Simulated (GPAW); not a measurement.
The system is KCl (Sylvite).

```xyz
2
Lattice="0.0000 3.1465 3.1465 3.1465 0.0000 3.1465 3.1465 3.1465 0.0000" Properties=species:S:1:pos:R:3 pbc="T T T"
K     0.0000    0.0000    0.0000
Cl    3.1465    3.1465    3.1465
```

```yaml
Program: GPAW 26.7.0
Task: single point
Functional: PBE
Potentials_or_basis: GPAW PAW data sets (gpaw-data 1.2.1)
Cutoff: 600 eV
Basis: pw
k_mesh: 7 × 7 × 7
Occupations: fermi-dirac, width 0.05 eV
Spin: no spin polarisation
```

On this cell: pressure 0.7 GPa; largest force zero by symmetry; band gap on the k mesh 5.19 eV, direct.

The same run follows on a disturbed copy (atoms moved at random, drawn with an rms of 0.05 Å):

```
CELL_PARAMETERS angstrom
0.00000 3.14647 3.14647
3.14647 0.00000 3.14647
3.14647 3.14647 0.00000
ATOMIC_POSITIONS crystal
K 0.98882 0.01186 0.99803
Cl 0.48303 0.50210 0.50564
```

What does the disturbed cell give?

The energy moves by +0.8 meV/atom; pressure 0.7 GPa; largest force 0.066 eV/Å; band gap on the k mesh 5.19 eV, direct.

Forces on the atoms (eV/Å):
```
K   -0.009  0.008 -0.065
Cl   0.009 -0.008  0.065
```

Caveats: an odd mesh through Γ misses points on the zone boundary, where band edges often lie.
